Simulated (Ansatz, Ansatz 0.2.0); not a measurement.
# Formation enthalpy of Be4B: LDA, GGA and meta-GGA results far less exothermic than a compiled value

## Experiment

The reference is a formation enthalpy of tetraberyllium boride from the elements at 298 K, $-18.8 \pm 0.7$ kcal per mole of formula units, or $-0.163$ eV per atom. It comes from a printed reference work on thermal stability and formation heats of refractory compounds (original work of 1972). The value is a compiled one, and the method behind it is not given with the value. The uncertainty, below 0.01 eV per atom, therefore describes the entry and not necessarily how well the sample was known. This matters here because the phase was earlier also described as Be5B: a real sample may have departed from the ideal formula, and an enthalpy per formula unit depends on which formula is assumed.

| compared with | measured | source's wording or label | T (K) | method |
| --- | --- | --- | --- | --- |
| ΔH per atom (eV/atom) | −0.163 | -18.8 ± 0.7 kcal/mol | room temperature | compiled value, method not stated |

Conditions are those given with the value in the passage it was taken from; "not stated" means there, and the paper may say more elsewhere. The values are a selection: others may have been left out beforehand as unlike or outlying.

## Plan

We want the cheapest level of theory that gives the formation enthalpy of Be4B within 0.05 eV per atom of the reference. That margin is well above the quoted uncertainty, leaves room for the doubt about composition, and is still small enough to be a real test for a compound bound by less than 0.2 eV per atom.

The model is the ideal, non-magnetic tetragonal crystal with ten atoms in the cell, set against solid beryllium and solid boron. No molecule enters, so the familiar overbinding of diatomic gases plays no part. The energies are static. Both elements are light and their zero-point energies large, but most of this cancels between compound and elements; we allow roughly 0.01 to 0.02 eV per atom for what remains together with the heat content up to room temperature.

We begin with LDA at a low plane-wave cutoff, settle cutoff and k mesh there, and go to other functionals as the results require.

Plain PBE isn't shown in this study.

System: Be4B (tetraberyllium boride); P4/nmm (No. 129), 10 atoms in the primitive cell; the database structure is a diffraction structure: a = 3.369 Å, c = 7.050 Å; structure from the Crystallography Open Database.

On the selection of runs and values: Further runs on this system are not shown.

## 1. LDA at a low cutoff

The local density approximation with soft potentials and a 290 eV cutoff is the lightest sensible start. Compound and elements are all relaxed, so that each is taken at its own LDA minimum. We expect a negative enthalpy of the right order; whether the cutoff suffices for boron has to be tested afterwards.

**Run 1.** Ansatz 0.2.0: LDA, compound and elements relaxed, PAW set soft_2, cutoff 290 eV, 10x10x4 k mesh, Gaussian smearing 0.1 eV.

Key lines of the input:
```
crystal:
  # lattice and atoms
kpoints:
  mp_grid: { grid: [10, 10, 4] }
hamiltonian:
  xc: lda
scf:
  occupations: { method: gaussian, width: 0.1 }
output:
  forces: true
  stress: true
basis:
  ecutwfc: 290.0
relax:
  adjacent_minimum: "off"
  f_tol: 0.005
  max_steps: 60
  cell: { stress_tol: 0.03 }
```

Command:
```
ansatz run input.yaml --threads 4 --pin off --max-ram 16384MiB --backend cpu --events-out ev --progress --plain --runs-dir out
```

Selected lines of the output:
```
[Be4B, 10 atoms, space group P4/nmm, 10x10x4 mesh] E sigma→0 (E₀):  -1005.383518 eV
[B, 12 atoms, space group R-3m, 6x6x6 mesh] E sigma→0 (E₀):  -1796.378503 eV
[Be, 2 atoms, space group P6_3/mmc, 21x21x12 mesh] E sigma→0 (E₀):  -176.448133 eV
```

Converged; 22 s on 4 cores of Arm Neoverse V1, shared host. Warnings: another step: cutoff_below_recommended; cutoff_below_recommended (in short: A typed cutoff is below a recommended value, from the records, the datasets' recipe or DFPT's needs, possibly lowering the density cutoff; compare with a higher-cutoff run).

| quantity | run 1 | measured | deviation |
| --- | --- | --- | --- |
| ΔH per atom (eV/atom) | −0.0195 | −0.163 | +0.1435 (+88.1 %) |
| ΔH per mole of formula units (kJ/mol) | −9.39 |  |  |
| conventional cell volume (Å³) | 75.36 |  |  |

The compound comes out barely stable, with an enthalpy of $-0.0195$ eV per atom that misses the reference by 0.14 eV per atom, almost three times our margin. The program warns that the cutoff lies below the recommended value. The formation enthalpy is a small difference between large total energies, and boron bound to beryllium need not carry the same basis error as boron in its own solid. We therefore do not yet charge the miss to LDA.

## 2. Raising the cutoff

We keep the functional, potentials and k mesh and raise only the cutoff, first to 420 eV and then to 570 eV. The first step should show how much of the miss belongs to the basis, the second whether 420 eV is enough for the functionals that may follow. We expect the total energies to fall noticeably and the enthalpy to change by less, since part of the error cancels.

**Run 2.** Ansatz 0.2.0: LDA, compound and elements relaxed, PAW set soft_2, cutoff 420 eV, 10x10x4 k mesh, Gaussian smearing 0.1 eV.

Key lines of the input, as changed from run 1:
```diff
  basis:
-   ecutwfc: 290.0
+   ecutwfc: 420.0
```

Selected lines of the output:
```
[Be4B, 10 atoms, space group P4/nmm, 10x10x4 mesh] E sigma→0 (E₀):  -1005.611019 eV
[B, 12 atoms, space group R-3m, 6x6x6 mesh] E sigma→0 (E₀):  -1797.285963 eV
[Be, 2 atoms, space group P6_3/mmc, 21x21x12 mesh] E sigma→0 (E₀):  -176.465489 eV
```

Converged; wall time 30 s.

**Run 3.** Ansatz 0.2.0: LDA, compound and elements relaxed, PAW set soft_2, cutoff 570 eV, 10x10x4 k mesh, Gaussian smearing 0.1 eV.

Key lines of the input, as changed from run 1:
```diff
  basis:
-   ecutwfc: 290.0
+   ecutwfc: 570.0
```

Selected lines of the output:
```
[Be4B, 10 atoms, space group P4/nmm, 10x10x4 mesh] E sigma→0 (E₀):  -1005.614814 eV
```

Converged; wall time 42 s.

| quantity | run 2 | run 3 | measured |
| --- | --- | --- | --- |
| ΔH per atom (eV/atom) | −0.0201 | −0.0201 | −0.163 |
| ΔH per mole of formula units (kJ/mol) | −9.72 | −9.69 |  |
| conventional cell volume (Å³) | 75.19 | 75.18 |  |

The total energies fall as expected, that of the twelve-atom boron cell by 0.91 eV between 290 and 420 eV, yet the enthalpy moves by only 0.0006 eV per atom. The basis error cancels almost completely between compound and elements, and from 420 to 570 eV the enthalpy changes by less than 0.0001 eV per atom. The low cutoff was not the cause of the miss, and 420 eV is ample for LDA.

The relaxed cell is about 6 % smaller in volume than the diffraction cell from which it started. LDA contracts solids as a rule, but this is a good deal even for LDA, and it makes the geometry worth a look.

## 3. Geometry and k mesh

Two checks remain within LDA at 420 eV. One leaves compound and elements in their database cells, which shows how much the contraction matters for the enthalpy. The other keeps the relaxation and uses a denser 12x12x6 mesh, since the compound should be metallic and the mesh is coarse along the long axis. We expect a few hundredths of an electronvolt per atom at most from the cells and less from the mesh, too little to close a gap of 0.14 eV.

**Run 4.** Ansatz 0.2.0: LDA, compound and elements in their database cells, PAW set soft_2, cutoff 420 eV, 10x10x4 k mesh, Gaussian smearing 0.1 eV.

Key lines of the input, as changed from run 2:
```diff
- relax:
-   adjacent_minimum: "off"
-   f_tol: 0.005
-   max_steps: 60
-   cell: { stress_tol: 0.03 }
```

Selected lines of the output:
```
[Be4B, 10 atoms, space group P4/nmm, 10x10x4 mesh] E sigma→0 (E₀):  -1005.478308 eV
[B, 12 atoms, space group R-3m, 6x6x6 mesh] E sigma→0 (E₀):  -1797.145269 eV
[Be, 2 atoms, space group P6_3/mmc, 21x21x12 mesh] E sigma→0 (E₀):  -176.434671 eV
```

Converged; wall time 3.8 s.

**Run 5.** Ansatz 0.2.0: LDA, compound and elements relaxed, PAW set soft_2, cutoff 420 eV, 12x12x6 k mesh, Gaussian smearing 0.1 eV.

Key lines of the input, as changed from run 2:
```diff
  kpoints:
-   mp_grid: { grid: [10, 10, 4] }
+   mp_grid: { grid: [12, 12, 6] }
```

Selected lines of the output:
```
[Be4B, 10 atoms, space group P4/nmm, 12x12x6 mesh] E sigma→0 (E₀):  -1005.644086 eV
[B, 12 atoms, space group R-3m, 9x9x9 mesh] E sigma→0 (E₀):  -1797.285853 eV
[Be, 2 atoms, space group P6_3/mmc, 27x27x14 mesh] E sigma→0 (E₀):  -176.469508 eV
```

Converged; wall time 70 s.

| quantity | run 4 | run 5 | measured |
| --- | --- | --- | --- |
| ΔH per atom (eV/atom) | −0.0215 | −0.0218 | −0.163 |
| ΔH per mole of formula units (kJ/mol) | −10.39 | −10.54 |  |
| conventional cell volume (Å³) | 80.02 | 75.19 |  |

Neither check changes the picture. In the database cells the enthalpy is $-0.0215$ eV per atom: the compound lies 0.13 eV per cell above its relaxed energy, but the elements are raised by similar amounts per atom, so the large contraction hardly enters the difference. The denser mesh lowers the compound by 0.03 eV per cell and shifts the enthalpy by 0.0017 eV per atom, small against both the margin and the miss.

LDA thus stays about 0.14 eV per atom short of the reference, and cutoff, mesh and cell account for almost none of it.

## 4. A gradient correction for solids

The next rung is a gradient-corrected functional. PBEsol is made for solids and costs little more than LDA; we run it at 420 eV with the 10x10x4 mesh, whose error is now known to be harmless at this scale for LDA. The cell should expand towards the diffraction volume. For the enthalpy we expect a shift of a few hundredths of an electronvolt per atom, with no molecule among the references to make the two functionals differ strongly.

**Run 6.** Ansatz 0.2.0: PBEsol, compound and elements relaxed, PAW set soft_2, cutoff 420 eV, 10x10x4 k mesh, Gaussian smearing 0.1 eV.

Key lines of the input, as changed from run 2:
```diff
  hamiltonian:
-   xc: lda
+   xc: pbesol
```

Selected lines of the output:
```
[Be4B, 10 atoms, space group P4/nmm, 10x10x4 mesh] E sigma→0 (E₀):  -1028.243566 eV
[B, 12 atoms, space group R-3m, 6x6x6 mesh] E sigma→0 (E₀):  -1832.018536 eV
[Be, 2 atoms, space group P6_3/mmc, 21x21x12 mesh] E sigma→0 (E₀):  -180.696325 eV
```

Converged; wall time 25 s.

| quantity | run 6 | measured | deviation |
| --- | --- | --- | --- |
| ΔH per atom (eV/atom) | −0.0122 | −0.163 | +0.1508 (+92.5 %) |
| ΔH per mole of formula units (kJ/mol) | −5.88 |  |  |
| conventional cell volume (Å³) | 77.76 |  |  |

PBEsol gives $-0.0122$ eV per atom, 0.008 eV per atom further from the reference than LDA. The volume grows to 77.76 Å³, still about 3 % below the diffraction cell. The gradient correction therefore improves the agreement in volume without helping the enthalpy. Two functionals that differ clearly in total energy and cell size agree that ideal Be4B is only weakly bound against its elements. They may share an error, however, so their agreement alone is no evidence against the reference.

## 5. A meta-GGA

A functional of a different kind is the natural next test. r2SCAN responds to the kinetic-energy density and can treat the covalent network of boron and the metallic bonding of beryllium on a more even footing. We raise the cutoff to 520 eV, because meta-GGAs are more demanding on the basis. Functionals of this family tend to overbind compounds of metals, so we expect a more negative enthalpy, though hardly by the 0.15 eV per atom that is missing.

**Run 7.** Ansatz 0.2.0: r2SCAN, compound and elements relaxed, PAW set soft_2, cutoff 520 eV, 10x10x4 k mesh, Gaussian smearing 0.1 eV.

Key lines of the input, as changed from run 1:
```diff
  hamiltonian:
-   xc: lda
+   xc: r2scan
  basis:
-   ecutwfc: 290.0
+   ecutwfc: 520.0
```

Selected lines of the output:
```
[Be4B, 10 atoms, space group P4/nmm, 10x10x4 mesh] E sigma→0 (E₀):  -1059.932419 eV
[B, 12 atoms, space group R-3m, 6x6x6 mesh] E sigma→0 (E₀):  -1878.648640 eV
[Be, 2 atoms, space group P6_3/mmc, 21x21x12 mesh] E sigma→0 (E₀):  -186.669153 eV
```

Converged; 48 s on 4 cores of Arm Neoverse V2, shared host.

| quantity | run 7 | measured | deviation |
| --- | --- | --- | --- |
| ΔH per atom (eV/atom) | −0.0148 | −0.163 | +0.1482 (+90.9 %) |
| ΔH per mole of formula units (kJ/mol) | −7.13 |  |  |
| conventional cell volume (Å³) | 78.51 |  |  |

r2SCAN gives $-0.0148$ eV per atom, between LDA and PBEsol. The shift towards stronger binding that we expected amounts to less than 0.003 eV per atom relative to PBEsol, and relative to LDA it goes the other way. The volume is now about 2 % below that of the diffraction cell, the closest so far, while the enthalpy still misses by 0.15 eV per atom. Three functionals of different construction lie within 0.01 eV per atom of one another, and all three miss the reference by about three times our margin.

## 6. Adding dispersion to r2SCAN

Long-range dispersion is a part of the electronic correlation that the levels so far do not treat explicitly. We add the non-local rVV10 correlation to r2SCAN and leave everything else as it was. Dispersion attracts in the compound and in both elements, so most of it should cancel; we expect a change of about 0.01 eV per atom and a slightly smaller cell. A shift of that size would rule out missing dispersion, as rVV10 describes it, as the source of the gap.

**Run 8.** Ansatz 0.2.0: r2SCAN+rVV10, compound and elements relaxed, PAW set soft_2, cutoff 520 eV, 10x10x4 k mesh, Gaussian smearing 0.1 eV.

Key lines of the input, as changed from run 7:
```diff
  hamiltonian:
+   dispersion: rvv10
```

Selected lines of the output:
```
[Be4B, 10 atoms, space group P4/nmm, 10x10x4 mesh] E sigma→0 (E₀):  -1058.982756 eV
[B, 12 atoms, space group R-3m, 6x6x6 mesh] E sigma→0 (E₀):  -1877.319760 eV
[Be, 2 atoms, space group P6_3/mmc, 21x21x12 mesh] E sigma→0 (E₀):  -186.489830 eV
```

Converged; wall time 62 s.

| quantity | run 8 | measured | deviation |
| --- | --- | --- | --- |
| ΔH per atom (eV/atom) | −0.0137 | −0.163 | +0.1493 (+91.6 %) |
| ΔH per mole of formula units (kJ/mol) | −6.60 |  |  |
| conventional cell volume (Å³) | 78.42 |  |  |

The non-local correlation raises the energy of the compound by 0.95 eV per cell, but the elements, taken in the same proportions, rise by almost as much. The enthalpy becomes less negative by only 0.0011 eV per atom, well below the change of about 0.01 that we had expected, and the cell shrinks by about 0.1 % in volume. Missing dispersion, as rVV10 describes it, does not explain the gap: at $-0.0137$ eV per atom the result is still 0.15 eV per atom short of the reference.

## Summary of runs

| run | settings | ΔH per atom (eV/atom) | deviation | cost |
| --- | --- | --- | --- | --- |
| 1 | LDA, compound and elements relaxed, cutoff 290 eV, 10x10x4 k mesh | −0.0195 | +0.1435 (+88.1 %) | 88 core-s |
| 2 | LDA, compound and elements relaxed, cutoff 420 eV, 10x10x4 k mesh | −0.0201 | +0.1429 (+87.6 %) | 2 core-min |
| 3 | LDA, compound and elements relaxed, cutoff 570 eV, 10x10x4 k mesh | −0.0201 | +0.1429 (+87.7 %) | 2.8 core-min |
| 4 | LDA, compound and elements in their database cells, cutoff 420 eV, 10x10x4 k mesh | −0.0215 | +0.1415 (+86.8 %) | under 1 core-min |
| 5 | LDA, compound and elements relaxed, cutoff 420 eV, 12x12x6 k mesh | −0.0218 | +0.1412 (+86.6 %) | 4.7 core-min |
| 6 | PBEsol, compound and elements relaxed, cutoff 420 eV, 10x10x4 k mesh | −0.0122 | +0.1508 (+92.5 %) | 1.7 core-min |
| 7 | r2SCAN, compound and elements relaxed, cutoff 520 eV, 10x10x4 k mesh | −0.0148 | +0.1482 (+90.9 %) | 3.2 core-min |
| 8 | r2SCAN+rVV10, compound and elements relaxed, cutoff 520 eV, 10x10x4 k mesh | −0.0137 | +0.1493 (+91.6 %) | 4.1 core-min |
|  | measured | −0.163 |  |  |

Further runs on the same system, made beside this series (convergence steps with loose settings among them):

| further | settings | ΔH per atom (eV/atom) | deviation | cost |
| --- | --- | --- | --- | --- |
| F1 | PBEsol+D3(BJ), compound and elements relaxed, cutoff 420 eV, 10x10x4 k mesh | −0.0055 | +0.1575 (+96.6 %) | 2.2 core-min |
| F2 | BLYP, compound and elements relaxed, cutoff 420 eV, 10x10x4 k mesh | −0.0657 | +0.0973 (+59.7 %) | 1.9 core-min |
| F3 | LDA, compound and elements relaxed, cutoff 420 eV, 6x6x4 k mesh | −0.0227 | +0.1403 (+86.1 %) | 79 core-s |
|  | measured | −0.163 |  |  |

## Verdict

No level reached the target of 0.05 eV per atom. The best-converged LDA run, at 4.7 core-minutes, gives $-0.0218$ eV per atom against $-0.163$, a miss of 0.14. PBEsol and r2SCAN miss by 0.15.

The numerical settings tested in LDA do not explain this. Cutoff, cell and k mesh each move the enthalpy by less than 0.003 eV per atom, so even the first run, below the recommended cutoff, was adequate for this difference. The mesh scatter is also as large as the gap between PBEsol and r2SCAN, which we therefore do not rank. Dispersion was an unproductive step: rVV10 on r2SCAN and D3 on PBEsol both widen the miss slightly.

BLYP comes closest at $-0.0657$ eV per atom, yet still misses by almost 0.10. It shows that the enthalpy depends more on the functional than our main series suggested. Since BLYP is generally a poor choice for metallic solids, we give its smaller error little weight.

The allowance of 0.01 to 0.02 eV per atom for zero-point motion and heat content is far too small to close the gap, whatever its sign. Spreading the same molar enthalpy over the six atoms of Be5B would make the reference less negative by only about 0.03 eV per atom. A sample of different composition or with other phases could matter more, but that is conjecture.

The compiled value, whose method is not given, thus remains open to doubt, and so does the calculation: the eight runs of the main series share one set of potentials, and an independent set is not shown in this report. Whether the larger error lies in the reference or in the calculations could not be settled.

[Logs are printed without paths, hosts, clocks, repeated set-up lines and the standing remarks that a program may print on its own settings, such as how far it seeks lower states.]

[The runs shown are a pick from a larger set of finished runs; failed, doubtful and other runs were left out of it ahead of writing. So were measured values far from every level or from commonly accepted values, and agreement can look better than it is. Lines of input and output are excerpts and may be shortened.]
